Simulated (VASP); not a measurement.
MoS2: equation of state with PBEsol

MoS2:

```
CELL_PARAMETERS angstrom
1.56224 0.90196 6.07545
-1.56224 0.90196 6.07545
0.00000 -1.80392 6.07545
ATOMIC_POSITIONS crystal
Mo 0.00000 0.00000 0.00000
S 0.24562 0.24562 0.24562
S 0.75438 0.75438 0.75438
```

Measurements of this composition are mostly on another form, of space group No. 194.

| Property | Result |
| --- | --- |
| Program | VASP 6.6.1 |
| Task | equation of state |
| Functional | PBEsol |
| Potentials or basis | VASP PAW PBE potentials, release 64 (Mo_sv, S) |
| Cutoff | 520 eV |
| k mesh | 8 × 8 × 8 |
| Occupations | fermi-dirac, width 0.05 eV |
| Spin | no spin polarisation |

* Equilibrium volume: 17.13 Å³/atom
* Bulk modulus at fixed shape and positions: 154 GPa
* Pressure derivative of the bulk modulus: 4.4 (rough: it moves with the points fitted)

Energy against volume, from the lowest point:
```
volume (Å³/atom)  energy (meV/atom)
          16.437              14.33
          16.779               3.50
          17.122               0.00
          17.464               3.08
          17.806              12.06
```

All runs of the series together: 7.3 min on 1 thread of Intel(R) Xeon(R) 6975P-C (Granite Rapids), with other jobs on the host.

Caveat: the cell was scaled at fixed shape and fractional positions, which overstates the stiffness of a crystal with free parameters, most of all of layers and chains; the PAW data sets were made with another functional, which shifts forces and pressure a little.
